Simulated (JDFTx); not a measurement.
# BaTe under changes of volume

One of the cells (39.652 Å³/atom); the others are scaled copies at fixed shape and fractional positions:

```xyz
2
Lattice="0.0000 3.4100 3.4100 3.4100 0.0000 3.4100 3.4100 3.4100 0.0000" Properties=species:S:1:pos:R:3 pbc="T T T"
Ba    0.0000    0.0000    0.0000
Te    3.4100    3.4100    3.4100
```

- Program: JDFTx 1.7.0 (patched build)
- Functional: PBEsol
- Potentials or basis: PseudoDojo-SR-PBEsol-0.4.1-standard with smoothed tails
- Cutoff: 1088 eV
- Density cutoff: 8708 eV
- k mesh: 7 × 7 × 7
- Occupations: fermi-dirac, width 0.05 eV
- Spin: no spin polarisation

| volume (Å³/atom) | energy over the lowest point (meV/atom) | pressure (GPa) | gap on the mesh (eV) |
| --- | --- | --- | --- |
| 37.273 | 66.89 | 5.0 | 1.17 |
| 38.066 | 44.76 | 3.9 | 1.23 |
| 38.859 | 27.64 | 3.0 | 1.28 |
| 39.652 | 15.02 | 2.1 | 1.34 |
| 40.445 | ? | ? | ? |
| 41.238 | 1.58 | 0.6 | 1.43 |
| 42.031 | 0.00 | 0.0 | 1.47 |

What does the run at 40.445 Å³/atom give?

Energy over the lowest point 6.47 meV/atom; pressure 1.3 GPa; gap on the mesh 1.38 eV.

Worked out: A Birch-Murnaghan fit of order 3 (a polynomial in V^(-2/3)) to the other rows has its minimum at 42.04 Å³/atom, just outside them, with B0 = V·E''(V) = 32 GPa and B' = 4.4. It gives 6.47 meV/atom at 40.445 Å³/atom, against the run's 6.47, and -dE/dV = 1.3 GPa, against 1.3. A parabola through the other rows of the gap, of slope 2.37 eV per unit of ln V there, gives 1.38 eV, against the run's 1.38.

Energies are extrapolated to zero smearing.

Caveats: this release of the barium file is off; spin-orbit coupling is left out, which moves the levels of the heavy elements; an odd mesh through Γ misses points on the zone boundary, where band edges often lie.
